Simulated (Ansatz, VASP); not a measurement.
# Two plane-wave programs on PbF2 (Fluorocronite)

```
Pb F
1.0
     0.00000    2.94377    2.94377
     2.94377    0.00000    2.94377
     2.94377    2.94377    0.00000
Pb F
1 2
Cartesian
  0.0000 0.0000 0.0000
  4.4157 4.4157 4.4157
  1.4719 1.4719 1.4719
```

Change from the starting cell: volume scaled by 0.98.

Alike in both runs: task single point; functional PBE; k mesh 8 × 8 × 8; occupations fermi-dirac, width 0.05 eV; no spin polarisation.

|  | VASP | Ansatz |
| --- | --- | --- |
| version | VASP 6.6.1 | Ansatz 0.2.0 |
| potentials or method | VASP PAW PBE potentials, release 64 (Pb_d, F) | Ansatz PAW |
| plane-wave cutoff (eV) | 520 | 420 |
| valence electrons in the cell | 28 | 28 |

VASP gave:

| Property | Result |
| --- | --- |
| gap on the k mesh at the Fermi level (eV) | 4.41 |
| least direct gap on the mesh (eV) | 4.56 |
| pressure (GPa) | 4.2 |

Q: What did Ansatz give for the same quantities?

A: gap on the k mesh at the Fermi level (eV): 4.41; least direct gap on the mesh (eV): 4.56; pressure (GPa): 4.4.

Caveats: spin-orbit coupling is left out, which as a rule narrows the gap of such compounds by several tenths of an eV; the pressure holds a Pulay correction of +0.5 GPa for the finite cutoff (Ansatz). A k mesh can miss the band edges.
